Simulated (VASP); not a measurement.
The system is Cu.

```
CELL_PARAMETERS angstrom
-1.43419 1.43419 1.43419
1.43419 -1.43419 1.43419
1.43419 1.43419 -1.43419
ATOMIC_POSITIONS crystal
Cu 0.00000 0.00000 0.00000
```

This isn't the form of Cu at room conditions, which is fcc.

| Item | Value |
| --- | --- |
| Program | VASP 6.6.1 |
| Task | relaxation of cell and atoms |
| Functional | LDA |
| Potentials or basis | VASP PAW LDA potentials, release 64 (Cu) |
| Cutoff | 600 eV |
| k mesh | 20 × 20 × 20 |
| Occupations | gaussian, width 0.1 eV |
| Spin | no spin polarisation |

At the start: pressure -10.9 GPa; volume 11.80 Å³/atom.

Where does the relaxation end?

Over 3 steps the energy falls by 30.3 meV/atom and the volume is 10.98 Å³/atom (-7.0 %); space group Im-3m (No. 229, to 0.05 Å).

The path:
```
step  energy change (eV)  largest force (eV/Å)  pressure (GPa)  volume (Å³)
   1              0.0000                0.0000          -10.93        11.80
   2             -0.0163                0.0000            9.43        10.48
   3             -0.0303                0.0000           -0.06        10.98
```

Final structure:
```
Cu
1.0
    -1.40011    1.40011    1.40011
     1.40011   -1.40011    1.40011
     1.40011    1.40011   -1.40011
Cu
1
Direct
  0.00000 0.00000 0.00000
```
